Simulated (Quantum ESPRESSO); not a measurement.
BaZrO3:

```
CELL_PARAMETERS angstrom
4.19134 0.00000 0.00000
0.00000 4.19134 0.00000
0.00000 0.00000 4.19134
ATOMIC_POSITIONS crystal
Ba 0.00000 0.00000 0.00000
Zr 0.50000 0.50000 0.50000
O 0.50000 0.50000 0.00000
O 0.50000 0.00000 0.50000
O 0.00000 0.50000 0.50000
```

Base run:

```yaml
Program: Quantum ESPRESSO 7.5
Functional: LDA
Potentials_or_basis: PseudoDojo 0.4.1 SR LDA standard
Cutoff: 1143 eV
Density_cutoff: 4572 eV
k_mesh: 4 × 4 × 4
Occupations: fermi-dirac, width 0.05 eV
Spin: no spin polarisation
```

Its results: band gap on the k mesh 3.10 eV, indirect (least direct gap 3.31 eV); pressure -4.9 GPa.

Problem. The run is repeated on the same cell with these changes: k mesh from 4 × 4 × 4 to 2 × 2 × 2. What comes out?

Solution. Band gap on the k mesh 2.91 eV, indirect (least direct gap 3.12 eV); pressure -3.2 GPa.

Caveats: some runs use coarse meshes; this release of the barium file is off; the cell is more than 3 GPa from zero pressure, which shifts response properties; spin-orbit coupling is left out, which moves the levels of the heavy elements; on a mesh that holds Γ this program's dielectric tensor can be off by some percent beyond the error of the mesh (some runs).

A k mesh can miss the band edges.
